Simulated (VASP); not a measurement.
A run of VASP 6.6.1:

Contents of INCAR:

```
SYSTEM = W3C2
  PREC = Accurate
  ENCUT = 520
  EDIFF = 1E-6
  ISMEAR = 0
  SIGMA = 0.1
  LREAL = .False.
  LASPH = .True.
  NELM = 100
  ALGO = Fast
  ISIF = 2
  LWAVE = .False.
  LCHARG = .False.
  GGA = PE
  NBANDS = 33
```

File KPOINTS:

```
Automatic mesh
0
Gamma
  15 15 6
  0 0 0
```

Contents of POSCAR:

```
W3C2
1.0
    3.0295777477      0.0000000000      0.0000000000
   -1.5147888739      2.6236912922      0.0000000000
    0.0000000000      0.0000000000      7.3908616471
W C
3 2
Direct
    0.0000000000      0.0000000000      0.0000000000
    0.3333333333      0.6666666667      0.6590046906
    0.6666666667      0.3333333333      0.3409953094
    0.3333333333      0.6666666667      0.1779301230
    0.6666666667      0.3333333333      0.8220698770
```

Potentials or basis: VASP PAW PBE potentials, release 64 (W_sv, C).

The run is started by

```console
$ cat potpaw_PBE.64/W_sv/POTCAR potpaw_PBE.64/C/POTCAR > POTCAR
$ mpirun -np 1 vasp_std > vasp.out
```

Hardware: 1 thread of Intel(R) Xeon(R) Platinum 8488C (Sapphire Rapids) (shared host).

Task: How long does it take, and how much memory?

Result: It took 3.4 min on 1 thread of Intel(R) Xeon(R) Platinum 8488C (Sapphire Rapids), on a shared host, peak memory 0.34 GiB. Counts: scf iterations 16, k points 146.
